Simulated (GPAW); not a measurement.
The system is Zn.

```
CELL_PARAMETERS angstrom
2.67000 0.00000 0.00000
-1.33500 2.31229 0.00000
0.00000 0.00000 4.96600
ATOMIC_POSITIONS crystal
Zn 0.66667 0.33333 0.75000
Zn 0.33333 0.66667 0.25000
```

- Program: GPAW 26.7.0
- Task: single point
- Functional: PBEsol
- Potentials or basis: PAW data sets generated in the run's folder for this functional
- Cutoff: 600 eV
- Basis: pw
- k mesh: 11 × 11 × 6
- Occupations: fermi-dirac, width 0.05 eV
- Spin: no spin polarisation

On this cell: pressure -5.8 GPa; largest force under 0.003 eV/Å; band gap on the k mesh none (metal or under the smearing width).

The same run follows on a disturbed copy (atoms moved at random, drawn with an rms of 0.05 Å):

```
Zn
1.0
     2.67000    0.00000    0.00000
    -1.33500    2.31229    0.00000
     0.00000    0.00000    4.96600
Zn
2
Direct
  0.66542 0.31974 0.74893
  0.32257 0.68013 0.25107
```

Problem. What changes?

Solution. The energy (extrapolated to zero smearing) moves by +1.0 meV/atom; pressure -5.8 GPa; largest force 0.045 eV/Å; band gap on the k mesh none (metal or under the smearing width).

Forces in eV/Å, atoms in the order of the input:
```
Zn  -0.026  0.031  0.019
Zn   0.026 -0.031 -0.019
```

Stress tensor (GPa, compression positive):
```
-5.67 -0.07 -0.01
-0.07 -5.81  0.01
-0.01  0.01 -5.79
```
